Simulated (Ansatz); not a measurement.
# Mg₂Si (Fm-3m): elasticity against pressure

```yaml
crystal:
  lattice:
    - [0.00000, 3.13009, 3.13009]
    - [3.13009, 0.00000, 3.13009]
    - [3.13009, 3.13009, 0.00000]
  atoms:
    - { symbol: Mg, position: [0.25000, 0.25000, 0.25000] }
    - { symbol: Mg, position: [0.75000, 0.75000, 0.75000] }
    - { symbol: Si, position: [0.00000, 0.00000, 0.00000] }
```

This is the zero-pressure cell. At each pressure cell and atoms are relaxed in this structure, and the constants are slopes of the stress at strains of ±0.005 with relaxed ions (the coefficients that govern stability under load). Level: LDA, PAW on Ansatz 0.2.0's default frozen-core files (fitted under PBE), scalar-relativistic; k mesh 12×12×12, strains of ±0.005, Fermi-Dirac smearing of 0.100 eV, cutoff 420 eV. P is the pressure of the relaxed cell, less that of this one.

```csv
P (GPa),V/V₀,C11 (GPa),C12 (GPa),C44 (GPa)
0.00,1.0000,121.8,27.3,46.0
1.00,0.9837,127.3,30.6,47.8
1.98,0.9689,132.4,33.8,49.5
4.00,0.9416,142.6,40.4,52.5
6.97,0.9071,156.6,49.9,56.2
9.99,?,?,?,?
14.97,0.8367,190.8,74.7,63.3
```

Task: Does the bulk modulus from the constants agree with the pressure-volume curve?

Result: A third-order Birch-Murnaghan fit to the volumes shown (F against f, f = [(V₀/V)^(2/3) − 1]/2) gives B₀ = 58.9 GPa and B′ = 4.0. Its −V dP/dV stands beside (C11 + 2C12)/3:

| P (GPa) | from P(V) | from the constants |
| --- | --- | --- |
| 0.00 | 58.9 | 58.8 |
| 1.00 | 62.8 | 62.8 |
| 1.98 | 66.7 | 66.7 |
| 4.00 | 74.3 | 74.4 |
| 6.97 | 85.4 | 85.4 |
| 14.97 | 113.8 | 113.4 |

Task: What are the pressure derivatives at zero pressure?

Result: Slopes at V₀ of quadratic fits in −ln(V/V₀) through the first four rows shown, divided by B₀: dC11/dP = 5.5, dC12/dP = 3.3, dC44/dP = 1.9. The mean slopes up to 2.0 GPa are 5.3, 3.3, 1.7; curvature and scatter of the constants part the two. The combination (dC11/dP + 2 dC12/dP)/3 = 4.0 stands against B′.

Task: Fill the row at 9.99 GPa.

Result: Cubic fits in −ln(V/V₀) through all rows shown give C11 = 170.0, C12 = 59.4, C44 = 59.3 GPa. Computed: V/V₀ = 0.8775, C11 (GPa) = 170.0, C12 (GPa) = 59.3, C44 (GPa) = 59.3.

Task: Does a shear stiffness soften?

Result: C44 goes from 46.0 to 63.3 GPa; (C11 − C12)/2 goes from 47.3 to 58.0 GPa. Neither ends more than 3 % under its start, and the lattice stays mechanically stable over this range.

Known limits: no other phase was computed; many crystals of this kind change structure within this range, and rows or crossings beyond such a change describe a metastable lattice; frozen-core PAW files fitted under PBE, their cores solved anew for the functional of the run; the gap is closed or tiny at this level, so small that the run used smearing; responses move with mesh and smearing; responses of metals move with mesh and smearing; phonons weren't checked at these pressures.
